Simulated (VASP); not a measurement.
# Ge (P4_32_12) in VASP: notebook

Aim: see how the results for Ge move with the level of theory and the settings. Levels: PBE, LDA, PBEsol. Tasks: relaxation of cell and atoms.

All numbers are computed with VASP 6.6.1; they aren't measurements. Logs are shortened: lines on timing, memory, paths and dates and some standing lists are left out, and cuts for length are marked.

### 1 The structure

It takes space group P4_32_12 (No. 96, tetragonal). Conventional cell: a = 5.930 Å, b = 5.930 Å, c = 6.980 Å, α = 90.00°, β = 90.00°, γ = 90.00°. Ge (site symmetry 2) has 4 Ge at 2.44 to 2.55 Å as nearest neighbours. Ge (site symmetry 1) is surrounded by 4 Ge at 2.44 to 2.55 Å.

This isn't the form of Ge at room conditions, which is diamond.

### 2 Relaxation of cell and atoms, PBE

The input, INCAR:

```
PREC     = Accurate       # precision mode
ENCUT    = 600            # plane-wave cutoff, eV
EDIFF    = 1E-6           # SCF threshold, eV
ISMEAR   = 0              # smearing method
SIGMA    = 0.03           # smearing width, eV
LREAL    = False          # projectors in reciprocal space
LASPH    = True           # aspherical terms in the spheres
NELM     = 80             # most SCF steps
ALGO     = Normal         # electronic algorithm
ISIF     = 3              # what is computed and relaxed
LWAVE    = False          # write WAVECAR
LCHARG   = False          # write CHGCAR
GGA      = PE             # functional
IBRION   = 2              # ionic algorithm
NSW      = 90             # ionic steps
EDIFFG   = -0.01          # ionic threshold
KPAR     = 4
```

The input, KPOINTS:

```
regular mesh
0
Gamma
  6 6 4
```

The input, POSCAR:

```
Ge
1.0
    5.9300000000      0.0000000000      0.0000000000
    0.0000000000      5.9300000000      0.0000000000
    0.0000000000      0.0000000000      6.9800000000
Ge
12
Direct
    0.0750000000      0.0750000000      0.0000000000
    0.4250000000      0.5750000000      0.7500000000
    0.9250000000      0.9250000000      0.5000000000
    0.5750000000      0.4250000000      0.2500000000
    0.1667000000      0.3750000000      0.2500000000
    0.1250000000      0.6667000000      0.0000000000
    0.8333000000      0.6250000000      0.7500000000
    0.8750000000      0.3333000000      0.5000000000
    0.6667000000      0.1250000000      0.0000000000
    0.6250000000      0.8333000000      0.2500000000
    0.3333000000      0.8750000000      0.5000000000
    0.3750000000      0.1667000000      0.7500000000
```

Potentials or basis: VASP PAW PBE potentials, release 64 (Ge_d).

Launch:

```
> cat potpaw_PBE.64/Ge_d/POTCAR > POTCAR
> mpirun -np 4 vasp_std > vasp.out
```

OUTCAR:

```text
PREC = Accurate
   ENCUT = 600
   EDIFF = 1E-6
   ISMEAR = 0
   LREAL = False
   LASPH = True
   NELM = 80
   ISIF = 3
   GGA = PE
   IBRION = 2
   NSW = 90
   EDIFFG = -0.01

 ion  position               nearest neighbor table
   1  0.075  0.075  0.000-   6 2.44   9 2.44   5 2.55  12 2.55
   2  0.425  0.575  0.750-   7 2.44  12 2.44  11 2.55   6 2.55
   3  0.925  0.925  0.500-   8 2.44  11 2.44  10 2.55   7 2.55
   4  0.575  0.425  0.250-   5 2.44  10 2.44   9 2.55   8 2.55
   5  0.167  0.375  0.250-   4 2.44   6 2.47   8 2.47   1 2.55
   6  0.125  0.667  0.000-   1 2.44   5 2.47   7 2.47   2 2.55
   7  0.833  0.625  0.750-   2 2.44   6 2.47   8 2.47   3 2.55
   8  0.875  0.333  0.500-   3 2.44   5 2.47   7 2.47   4 2.55
   9  0.667  0.125  0.000-   1 2.44  10 2.47  12 2.47   4 2.55
  10  0.625  0.833  0.250-   4 2.44   9 2.47  11 2.47   3 2.55
  11  0.333  0.875  0.500-   3 2.44  10 2.47  12 2.47   2 2.55
  12  0.375  0.167  0.750-   2 2.44   9 2.47  11 2.47   1 2.55

  LATTYP: Found a simple tetragonal cell.
 ALAT       =     5.9300000000
 C/A-ratio  =     1.1770657673

  Lattice vectors:

 A1 = (   5.9300000000,   0.0000000000,   0.0000000000)
 A2 = (   0.0000000000,   5.9300000000,   0.0000000000)
 A3 = (   0.0000000000,   0.0000000000,   6.9800000000)

Analysis of symmetry for initial positions (statically):
=====================================================================
 Subroutine PRICEL returns:
 Original cell was already a primitive cell.

 Routine SETGRP: Setting up the symmetry group for a
 simple tetragonal supercell.

 Subroutine GETGRP returns: Found  8 space group operations
 (whereof  2 operations were pure point group operations)
 out of a pool of 16 trial point group operations.

The static configuration has the point symmetry C_2 .
 The point group associated with its full space group is D_4 .

Analysis of symmetry for dynamics (positions and initial velocities):
=====================================================================
 Subroutine PRICEL returns:
 Original cell was already a primitive cell.

 Routine SETGRP: Setting up the symmetry group for a
 simple tetragonal supercell.

 Subroutine GETGRP returns: Found  8 space group operations
 (whereof  2 operations were pure point group operations)
 out of a pool of 16 trial point group operations.

The dynamic configuration has the point symmetry C_2 .
 The point group associated with its full space group is D_4 .

 Subroutine INISYM returns: Found  8 space group operations
[... 142 lines left out ...]
   GGA     = PE    functional components
   LHFCALC =     F    Hartree Fock is set to
   AEXX    =    0.0000 exact exchange contribution
   IVDW    =     0    specifies the selected vdW correction
   LEPSILON=     F    determine dielectric tensor
   LRPA    =     F    only Hartree local field effects (RPA)
 conjugate gradient relaxation of ions
 non-spin polarized calculation
 Gauss-broadening in eV      SIGMA  =   0.03
  energy-cutoff  :      600.00
  volume of cell :      245.45
 maximum number of plane-waves:      8224
 NGX is ok and might be reduce to    48
   NGX = 23   NGY = 23   NGZ = 27

--------------------------------------- Ionic step        1  -------------------------------------------

 number of electron     167.9999938 magnetization

 Free energy of the ion-electron system (eV)
  ---------------------------------------------------
  ext. energy  EPLUGINS =         0.00000000
  ---------------------------------------------------
  free energy    TOTEN  =       -52.16258989 eV

  energy without entropy =      -52.16258989  energy(sigma->0) =      -52.16258989

------------------------ aborting loop because EDIFF is reached ----------------------------------------

  FORCE on cell =-STRESS in cart. coord.  units (eV):
  Direction    XX          YY          ZZ          XY          YZ          ZX
  --------------------------------------------------------------------------------------
  -------------------------------------------------------------------------------------
  Total        6.7224726      6.7224726      5.0467045      0.0000000     -0.0000000      0.0000000
  in kB       43.8808280     43.8808280     32.9422793      0.0000000     -0.0000000      0.0000000
  external PRESSURE =      40.2346451 kB  Pullay stress =       0.0000000 kB
[... 119 lines left out ...]
  FREE ENERGIE OF THE ION-ELECTRON SYSTEM (eV)
  ---------------------------------------------------
  free  energy   TOTEN  =       -52.4384470504 eV

  energy  without entropy=      -52.4384470504  energy(sigma->0) =      -52.43844705

[... ionic steps 4 to 30 ...]

--------------------------------------- Ionic step       31  -------------------------------------------

 number of electron     168.0000069 magnetization

------------------------ aborting loop because EDIFF is reached ----------------------------------------
[... 87 lines left out ...]
--------------------------------------- Ionic step       33  -------------------------------------------

 number of electron     168.0000074 magnetization

 Free energy of the ion-electron system (eV)
  ---------------------------------------------------
  ext. energy  EPLUGINS =         0.00000000
  ---------------------------------------------------
  free energy    TOTEN  =       -52.50258953 eV

  energy without entropy =      -52.50258953  energy(sigma->0) =      -52.50258953

 E-fermi :   5.0045     XC(G=0): -10.3785

 val. band max:        4.8180382860   @ k =   0.3333   0.3333   0.0000
 cond. band min:       5.1627637144   @ k =   0.3333   0.3333   0.0000
 fundamental gap:      0.3447254284
 Fermi energy:         5.0044825225

 k-point     1 :       0.0000    0.0000    0.0000
  band No.  band energies     occupation
      1     -19.4977      2.00000
      2     -19.4750      2.00000
      3     -19.4750      2.00000
      4     -19.4604      2.00000
      5     -19.4596      2.00000
      6     -19.4596      2.00000
[... 2365 lines left out ...]
     95       9.1879      0.00000
     96       9.1879      0.00000

 [... further k-points ...]

 [bands above 96 left out]

------------------------ aborting loop because EDIFF is reached ----------------------------------------

  FORCE on cell =-STRESS in cart. coord.  units (eV):
  Direction    XX          YY          ZZ          XY          YZ          ZX
  --------------------------------------------------------------------------------------
  -------------------------------------------------------------------------------------
  Total       -0.0071597     -0.0071597     -0.0237485      0.0000000     -0.0000000      0.0000000
  in kB       -0.0443087     -0.0443087     -0.1469701      0.0000000     -0.0000000      0.0000000
  external PRESSURE =      -0.0785292 kB  Pullay stress =       0.0000000 kB
[... 27 lines left out ...]
  FREE ENERGIE OF THE ION-ELECTRON SYSTEM (eV)
  ---------------------------------------------------
  free  energy   TOTEN  =       -52.5025895305 eV

  energy  without entropy=      -52.5025895305  energy(sigma->0) =      -52.50258953

 reached required accuracy - stopping structural energy minimisation
```

OSZICAR:

```text
N       E                     dE             d eps       ncg     rms          rms(c)
DAV:   1     0.253346083708E+04    0.25335E+04   -0.75016E+04  6900   0.520E+03
[... 292 lines left out ...]
DAV:   1    -0.525029462927E+02   -0.41359E-03   -0.34930E-02  9320   0.988E-01    0.119E-01
DAV:   2    -0.525026980105E+02    0.24828E-03   -0.90592E-04  7044   0.240E-01    0.619E-02
DAV:   3    -0.525025962832E+02    0.10173E-03   -0.23111E-04  7604   0.251E-01    0.149E-02
DAV:   4    -0.525025943403E+02    0.19429E-05   -0.59504E-05  6124   0.189E-01    0.898E-03
DAV:   5    -0.525025904903E+02    0.38500E-05   -0.15489E-05  7240   0.440E-02    0.353E-03
DAV:   6    -0.525025892623E+02    0.12280E-05   -0.26134E-06  3440   0.262E-02    0.928E-04
DAV:   7    -0.525025895305E+02   -0.26821E-06   -0.73258E-07  3156   0.112E-02
  33 F= -.52502590E+02 E0= -.52502590E+02  d E =-.567486E-04
```

It took 1.6 h on 4 MPI ranks of AMD EPYC 7R43 (Zen 3), shared host; peak memory 0.75 GiB.

What came out:

- Free energy: -52.5026 eV
- Relaxed volume: 21.57 Å³/atom
- Relaxed cell: a = 6.019 Å, b = 6.019 Å, c = 7.147 Å, α = 90.00°, β = 90.00°, γ = 90.00°
- Space group after relaxing (to 0.05 Å): P4_32_12 (No. 96)
- Energy gained by relaxing: 28.3 meV/atom
- Ionic steps: 33
- Pressure after relaxing: 0.0 GPa
- Largest force after relaxing: 0.010 eV/Å
- Band gap on the k mesh: 0.34 eV, direct

Forces in eV/Å, atoms in the order of the input:
```
Ge   0.002  0.002  0.000
Ge  -0.002  0.002  0.000
Ge  -0.002 -0.002  0.000
Ge   0.002 -0.002  0.000
Ge   0.004 -0.009  0.002
Ge   0.009  0.004  0.002
Ge  -0.004  0.009  0.002
Ge  -0.009 -0.004  0.002
Ge   0.004  0.009 -0.002
Ge   0.009 -0.004 -0.002
Ge  -0.004 -0.009 -0.002
Ge  -0.009  0.004 -0.002
```

Step by step:
```csv
step,energy change (eV),largest force (eV/Å),pressure (GPa),volume (Å³)
1,0.0000,0.9106,4.02,245.45
2,-0.2678,0.2026,-1.33,264.15
3,-0.2759,0.2902,-0.40,260.89
4,-0.2759,0.2778,-0.50,261.20
5,-0.3128,0.1441,-0.24,260.10
6,-0.3298,0.0996,0.16,258.75
7,-0.3341,0.0530,0.05,259.58
8,-0.3341,0.0568,-0.16,259.62
9,-0.3341,0.0558,0.10,259.60
10,-0.3348,0.0394,-0.10,260.34
11,-0.3347,0.0339,-0.14,260.60
12,-0.3361,0.0285,-0.17,260.24
13,-0.3376,0.0553,0.04,259.14
14,-0.3382,0.0486,0.05,258.98
15,-0.3390,0.0329,0.25,258.51
16,-0.3395,0.0211,0.19,258.99
17,-0.3392,0.0269,-0.15,259.59
18,-0.3395,0.0205,-0.20,259.27
19,-0.3396,0.0206,-0.07,259.14
20,-0.3396,0.0207,0.04,259.10
21,-0.3396,0.0205,-0.12,259.12
22,-0.3396,0.0167,-0.07,258.81
23,-0.3394,0.0190,0.28,258.22
24,-0.3396,0.0205,0.17,258.63
25,-0.3396,0.0198,0.06,258.72
26,-0.3396,0.0202,0.02,258.73
27,-0.3397,0.0140,0.04,258.74
28,-0.3399,0.0104,0.03,258.75
29,-0.3399,0.0212,-0.02,258.78
30,-0.3399,0.0124,0.02,258.77
31,-0.3399,0.0144,0.00,258.77
32,-0.3399,0.0132,0.02,258.77
33,-0.3400,0.0098,-0.01,258.89
```

Final structure:
```yaml
crystal:
  lattice:
    - [6.01857, 0.00000, 0.00000]
    - [0.00000, 6.01857, 0.00000]
    - [0.00000, 0.00000, 7.14714]
  atoms:
    - { symbol: Ge, position: [0.08689, 0.08689, 0.00000] }
    - { symbol: Ge, position: [0.41311, 0.58689, 0.75000] }
    - { symbol: Ge, position: [0.91311, 0.91311, 0.50000] }
    - { symbol: Ge, position: [0.58689, 0.41311, 0.25000] }
    - { symbol: Ge, position: [0.17014, 0.37077, 0.25090] }
    - { symbol: Ge, position: [0.12923, 0.67014, 0.00090] }
    - { symbol: Ge, position: [0.82986, 0.62923, 0.75090] }
    - { symbol: Ge, position: [0.87077, 0.32986, 0.50090] }
    - { symbol: Ge, position: [0.67014, 0.12923, 0.99910] }
    - { symbol: Ge, position: [0.62923, 0.82986, 0.24910] }
    - { symbol: Ge, position: [0.32986, 0.87077, 0.49910] }
    - { symbol: Ge, position: [0.37077, 0.17014, 0.74910] }
```

Levels at points of the mesh, in eV from the valence-band top:
```tsv
k point	band 82	band 83	band 84	band 85	band 86	band 87
(0.00, 0.00, 0.00)	-0.90	-0.90	-0.23	1.42	1.65	1.65
(0.50, 0.00, 0.00)	-0.59	-0.09	-0.09	1.15	1.15	2.08
(0.50, 0.50, 0.00)	-0.40	-0.11	-0.11	0.99	0.99	1.48
(0.00, 0.00, 0.50)	-1.11	-0.69	-0.69	0.78	0.78	1.62
(0.50, 0.00, 0.50)	-0.79	-0.53	-0.53	0.67	0.67	1.29
(0.50, 0.50, 0.50)	-0.95	-0.95	-0.95	1.25	1.25	1.25
```

A k mesh can miss the band edges. Zero-point motion and thermal expansion aren't in these numbers.

### 3 Relaxation of cell and atoms, PBE

This run uses another cell than the first one, of 21.57 Å³/atom, 1.055 times its volume.

INCAR, as its differences from that of step 2:

```diff
@@ -2,3 +2,3 @@
 ENCUT    = 600            # plane-wave cutoff, eV
-EDIFF    = 1E-6           # SCF threshold, eV
+EDIFF    = 1E-7           # SCF threshold, eV
 ISMEAR   = 0              # smearing method
@@ -15,3 +15,3 @@
 NSW      = 90             # ionic steps
-EDIFFG   = -0.01          # ionic threshold
+EDIFFG   = -0.005         # ionic threshold
 KPAR     = 4
```

KPOINTS is that of step 2.

The input, POSCAR:

```
Ge                                      
1.0
    6.0185682031     -0.0000000000      0.0000000000
   -0.0000000000      6.0185682031     -0.0000000000
    0.0000000000      0.0000000000      7.1471363868
  Ge            
    12
Direct
     0.0868936479426372    0.0868936479426372    0.0000000000000000
     0.4131063520573628    0.5868936479426372    0.7500000000000000
     0.9131063520573628    0.9131063520573628    0.5000000000000000
     0.5868936479426372    0.4131063520573628    0.2500000000000000
     0.1701448079408145    0.3707746125911869    0.2509047803162971
     0.1292253874088131    0.6701448079408145    0.0009047803162969
     0.8298551920591855    0.6292253874088131    0.7509047803162973
     0.8707746125911869    0.3298551920591855    0.5009047803162974
     0.6701448079408145    0.1292253874088131    0.9990952196837027
     0.6292253874088131    0.8298551920591855    0.2490952196837028
     0.3298551920591855    0.8707746125911869    0.4990952196837030
     0.3707746125911869    0.1701448079408145    0.7490952196837027
```

Potentials or basis: VASP PAW PBE potentials, release 64 (Ge_d).

Launch:

```
> cat potpaw_PBE.64/Ge_d/POTCAR > POTCAR
> mpirun -np 4 vasp_std > vasp.out
```

Run time: 29 min. Hardware: 4 MPI ranks of AMD EPYC 7R43 (Zen 3), shared host; peak memory 0.84 GiB.

Results (log left out):

| Quantity | Value |
| --- | --- |
| Free energy | -52.5037 eV |
| Relaxed volume | 21.57 Å³/atom |
| Relaxed cell | a = 6.018 Å, b = 6.018 Å, c = 7.145 Å, α = 90.00°, β = 90.00°, γ = 90.00° |
| Space group after relaxing (to 0.05 Å) | P4_32_12 (No. 96) |
| Energy gained by relaxing | 0.0 meV/atom |
| Ionic steps | 8 |
| Pressure after relaxing | 0.0 GPa |
| Largest force after relaxing | 0.005 eV/Å |
| Band gap on the k mesh | 0.34 eV, direct |

Forces on the atoms (eV/Å):
```
Ge   0.001  0.001  0.000
Ge  -0.001  0.001  0.000
Ge  -0.001 -0.001  0.000
Ge   0.001 -0.001  0.000
Ge   0.000 -0.003  0.004
Ge   0.003  0.000  0.004
Ge   0.000  0.003  0.004
Ge  -0.003  0.000  0.004
Ge   0.000  0.003 -0.004
Ge   0.003  0.000 -0.004
Ge   0.000 -0.003 -0.004
Ge  -0.003  0.000 -0.004
```

Final structure:
```cif
data_structure
_symmetry_space_group_name_H-M 'P 1'
_symmetry_Int_Tables_number 1
_cell_length_a 6.0183
_cell_length_b 6.0183
_cell_length_c 7.1453
_cell_angle_alpha 90.000
_cell_angle_beta 90.000
_cell_angle_gamma 90.000
_cell_volume 258.80
loop_
_atom_site_label
_atom_site_type_symbol
_atom_site_fract_x
_atom_site_fract_y
_atom_site_fract_z
_atom_site_occupancy
Ge1 Ge 0.08692 0.08692 0.00000 1
Ge2 Ge 0.41308 0.58692 0.75000 1
Ge3 Ge 0.91308 0.91308 0.50000 1
Ge4 Ge 0.58692 0.41308 0.25000 1
Ge5 Ge 0.17022 0.37061 0.25098 1
Ge6 Ge 0.12939 0.67022 0.00098 1
Ge7 Ge 0.82978 0.62939 0.75098 1
Ge8 Ge 0.87061 0.32978 0.50098 1
Ge9 Ge 0.67022 0.12939 0.99902 1
Ge10 Ge 0.62939 0.82978 0.24902 1
Ge11 Ge 0.32978 0.87061 0.49902 1
Ge12 Ge 0.37061 0.17022 0.74902 1
```

Levels at points of the mesh, in eV from the valence-band top:
```
           k point  band 81  band 82  band 83  band 84  band 85  band 86  band 87  band 88
(0.00, 0.00, 0.00)    -0.95    -0.90    -0.90    -0.23     1.42     1.65     1.65     2.58
(0.50, 0.00, 0.00)    -0.59    -0.59    -0.09    -0.09     1.15     1.15     2.08     2.08
(0.50, 0.50, 0.00)    -0.40    -0.40    -0.11    -0.11     0.99     0.99     1.48     1.48
(0.00, 0.00, 0.50)    -1.11    -1.11    -0.70    -0.70     0.78     0.78     1.61     1.61
(0.50, 0.00, 0.50)    -0.79    -0.79    -0.53    -0.53     0.67     0.67     1.29     1.29
(0.50, 0.50, 0.50)    -0.95    -0.95    -0.95    -0.95     1.25     1.25     1.25     1.25
```

A k mesh can miss the band edges. A hybrid or GW would open this gap; PBE tends to underestimate it.

(Part 1 of 2 ends here.)
